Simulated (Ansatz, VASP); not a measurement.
One calculation of Lu, two programs

INCAR

```
  PREC = Accurate
  ENCUT = 520
  EDIFF = 1E-6
  ISMEAR = -1
  SIGMA = 0.1
  LREAL = False
  LASPH = True
  NELM = 80
  ALGO = Fast
  ISIF = 2
  LWAVE = False
  LCHARG = True
  GGA = CA
  LELF = True
  LVHAR = True
  NBANDS = 18
```

File KPOINTS:

```
Automatic mesh
0
Gamma
  13 13 13
```

File POSCAR:

```
Lu
1.0
   -1.7937967383      1.7937967383      1.7937967383
    1.7937967383     -1.7937967383      1.7937967383
    1.7937967383      1.7937967383     -1.7937967383
Lu
1
Direct
    0.0000000000      0.0000000000      0.0000000000
```

Input for Ansatz:

```yaml
crystal:
  lattice:
    - [-1.7937967383, 1.7937967383, 1.7937967383]
    - [1.7937967383, -1.7937967383, 1.7937967383]
    - [1.7937967383, 1.7937967383, -1.7937967383]
  atoms:
    - { symbol: Lu, position: [0.0, 0.0, 0.0] }
hamiltonian:
  xc: lda
  pseudopotentials:
    kind: paw
    azcp:
      Lu: "pseudopotentials/Lu.paw.azcp"
basis:
  ecutwfc: 420
  fft_grid_basis: typed
kpoints:
  mp_grid: { grid: [13, 13, 13], shift: [0, 0, 0] }
magnetization:
  spin_polarized: false
scf:
  occupations: { method: fermi_dirac, width: 0.1 }
  lower_state_search: "off"
output:
  stress: true
```

Alike in both runs: task single point; functional LDA; k mesh 13 × 13 × 13; occupations fermi-dirac, width 0.1 eV; no spin polarisation.

|  | VASP | Ansatz |
| --- | --- | --- |
| version | VASP 6.6.1 | Ansatz 0.2.0 |
| potentials or method | VASP PAW PBE potentials, release 64 (Lu) | plane waves (420 eV) with PAW, scalar-relativistic |
| plane-wave cutoff (eV) | 520 | 420 |
| valence electrons in the cell | 25 | 25 |

|  | VASP | Ansatz | Ansatz less VASP |
| --- | --- | --- | --- |
| pressure (GPa) | 8.3 | 7.8 | -0.54 |

Ansatz warned: «pseudo_functional_mismatch».

Caveats: the PAW data sets were made with another functional, which shifts forces and pressure a little (VASP). The runs have no spin-orbit coupling, so splittings on Lu are missing.
